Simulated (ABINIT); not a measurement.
Crystal: SnSe2.

```
CELL_PARAMETERS angstrom
3.81100 0.00000 0.00000
-1.90550 3.30042 0.00000
0.00000 0.00000 6.13600
ATOMIC_POSITIONS crystal
Sn 0.00000 0.00000 0.00000
Se 0.66667 0.33333 0.75100
Se 0.33333 0.66667 0.24900
```

Base run:

| Quantity | Value |
| --- | --- |
| Program | ABINIT 10.8.3 (patched build) |
| Functional | RPBE |
| Potentials or basis | JTH PAW PBE v2.0 sp |
| Cutoff | 408 eV |
| k mesh | 8 × 8 × 5 |
| Occupations | fermi-dirac, width 0.05 eV |
| Spin | no spin polarisation |

Its results: band gap on the k mesh 0.84 eV, indirect (least direct gap 1.19 eV); largest force 0.869 eV/Å.

Q: After a change of settings the same cell gave: band gap on the k mesh 0.94 eV, indirect (least direct gap 1.32 eV); largest force 0.407 eV/Å. Which change was it?
A. functional from RPBE to OLYP
B. functional from RPBE to rPW86PBE; potentials or basis from JTH PAW PBE v2.0 sp to JTH PAW PBE v2.0; valence electrons from 16 to 26
C. functional from RPBE to BP86; potentials or basis from JTH PAW PBE v2.0 sp to JTH PAW PBE v2.0; valence electrons from 16 to 26
D. functional from RPBE to PBEsol; potentials or basis from JTH PAW PBE v2.0 sp to JTH PAW PBE v2.0; valence electrons from 16 to 26

A: A.

Caveats: the PAW data sets were made with another functional, which shifts forces and pressure a little; spin-orbit coupling is left out, which moves the levels of the heavy elements; this set keeps more shells in the core, which shifts pressures and gaps; an odd mesh through Γ misses points on the zone boundary, where band edges often lie.
